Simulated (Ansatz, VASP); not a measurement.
Ni: VASP beside Ansatz

```
Ni
1.0
     2.43159    0.00000    0.00000
    -1.21580    2.10582    0.00000
     0.00000    0.00000    4.04547
Ni
2
Direct
  0.66667 0.33333 0.75000
  0.33333 0.66667 0.25000
```

Change from the starting cell: volume scaled by 0.98.

Alike in both runs: task single point; functional PBEsol; k mesh 12 × 12 × 7; occupations fermi-dirac, width 0.05 eV; collinear spin, ferromagnetic start.

```csv
,VASP,Ansatz
version,VASP 6.6.1,Ansatz 0.2.0
potentials or method,"VASP PAW PBE potentials, release 64 (Ni)",Ansatz PAW
plane-wave cutoff (eV),520,420
valence electrons in the cell,20,36
```

```tsv
	VASP	Ansatz	Ansatz less VASP
gap on the k mesh at the Fermi level (eV)	none	none	-
pressure (GPa)	1.3	1.5	+0.12
largest component of the traceless stress (GPa)	2.74	2.84	+0.097
net moment per atom (μB)	0.63	0.64	+0.017
size of the moment on the site where the two differ most (μB)	0.63	0.68	+0.046
```

Site moments also hang on the region over which each program counts them. A gap of «none» marks a metal or a gap that the smearing closes. The two sets of potentials don't hold the same shells in valence.

Caveats: the PAW data sets were made with another functional, which shifts forces and pressure a little (VASP); the PAW data sets come from PBE, with cores solved anew for the run's functional, which leaves a small shift of forces and pressure (Ansatz).
